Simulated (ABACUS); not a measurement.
Mg under changes of volume

One of the cells (22.285 Å³/atom); the others are scaled copies at fixed shape and fractional positions:

```xyz
1
Lattice="-1.7728 1.7728 1.7728 1.7728 -1.7728 1.7728 1.7728 1.7728 -1.7728" Properties=species:S:1:pos:R:3 pbc="T T T"
Mg    0.0000    0.0000    0.0000
```

This isn't the form of Mg at room conditions, which is hcp.

| Property | Result |
| --- | --- |
| Program | ABACUS 3.10.1 |
| Functional | PBE |
| Potentials or basis | PseudoDojo NC SR 0.4.1 PBE standard |
| Cutoff | 1361 eV |
| Density cutoff | 5442 eV |
| Basis | DZP LCAO (the cutoffs set its grid) |
| k mesh | 11 × 11 × 11 |
| Occupations | fermi-dirac, width 0.05 eV |
| Spin | no spin polarisation |

```csv
volume (Å³/atom),energy over the lowest point (meV/atom),pressure (GPa)
20.948,21.86,4.0
21.394,12.39,2.9
21.839,5.66,1.9
22.285,?,?
22.731,0.00,0.3
23.176,0.31,-0.5
23.622,2.69,-1.1
```

Question: What does the run at 22.285 Å³/atom give?

Answer: Energy over the lowest point 1.67 meV/atom; pressure 1.1 GPa.

Worked out: A Birch-Murnaghan fit of order 3 (a polynomial in V^(-2/3)) to the other rows has its minimum at 22.86 Å³/atom with B0 = V·E''(V) = 38 GPa and B' = 4.1. It gives 1.66 meV/atom at 22.285 Å³/atom, against the run's 1.67, and -dE/dV = 1.0 GPa, against 1.1.

Energies are extrapolated to zero smearing.

Caveats: the atomic orbitals were generated for these runs and aren't a published set; the basis of atomic orbitals isn't converged, which shifts pressures, moduli and gaps.
